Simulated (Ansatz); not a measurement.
# Te2Mo: the cost of one run

Computed with Ansatz 0.2.0 (DFT PBE+D3(BJ), scalar-relativistic, plane waves, PAW, unless a step's input says otherwise).

2 further runs of the same task are left out: 2 set aside as unsound or not needed.

## 1. The system as given

The structure is hexagonal, space group P6_3/mmc (No. 194). The conventional cell has a = 3.496 Å, b = 3.496 Å, c = 13.701 Å, α = 90.00°, β = 90.00°, γ = 120.00°. Te (site symmetry 3m) is surrounded by 3 Mo at 2.72 Å. Mo (site symmetry -6m2) has 6 Te at 2.72 Å as nearest neighbours.

Coordinates:

```cif
data_structure
_symmetry_space_group_name_H-M 'P 1'
_symmetry_Int_Tables_number 1
_cell_length_a 3.4964
_cell_length_b 3.4964
_cell_length_c 13.7008
_cell_angle_alpha 90.000
_cell_angle_beta 90.000
_cell_angle_gamma 120.000
_cell_volume 145.05
loop_
_atom_site_label
_atom_site_type_symbol
_atom_site_fract_x
_atom_site_fract_y
_atom_site_fract_z
_atom_site_occupancy
Te1 Te 0.33333 0.66667 0.61734 1
Te2 Te 0.66667 0.33333 0.11734 1
Te3 Te 0.33333 0.66667 0.88266 1
Te4 Te 0.66667 0.33333 0.38266 1
Mo1 Mo 0.33333 0.66667 0.25000 1
Mo2 Mo 0.66667 0.33333 0.75000 1
```

It is the result of an earlier relaxation at this level (volume 24.18 Å³/atom; gap on the mesh: 0.65 eV).

## 2. The reference: the undisturbed cell on the scan's mesh

input.yaml reads:

```yaml
crystal:
  lattice:
    - [3.4964011502, 0.0, 0.0]
    - [-1.7482005751, 3.0279722179, 0.0]
    - [0.0, 0.0, 13.7008448299]
  atoms:
    - { symbol: Te, position: [0.3333333333, 0.6666666667, 0.6173401523] }
    - { symbol: Te, position: [0.6666666667, 0.3333333333, 0.1173401523] }
    - { symbol: Te, position: [0.3333333333, 0.6666666667, 0.8826598477] }
    - { symbol: Te, position: [0.6666666667, 0.3333333333, 0.3826598477] }
    - { symbol: Mo, position: [0.3333333333, 0.6666666667, 0.25] }
    - { symbol: Mo, position: [0.6666666667, 0.3333333333, 0.75] }
basis:
  ecutwfc: 420
kpoints:
  mp_grid: { grid: [12, 12, 2] }
hamiltonian:
  xc: pbe
  dispersion: d3bj
scf:
  occupations: { method: gaussian, width: 0.05 }
output:
  forces: true
  stress: true
  eigenvalues: true
```

Command:

```bash
ansatz run input.yaml --threads 2 --pin off --max-ram 5120MiB --backend cpu --events-out ev --progress --plain --runs-dir out
```

What time and memory should one allow on 2 threads of Arm Neoverse V1, shared host?

About 8.8 s, with a peak of 0.54 GiB.
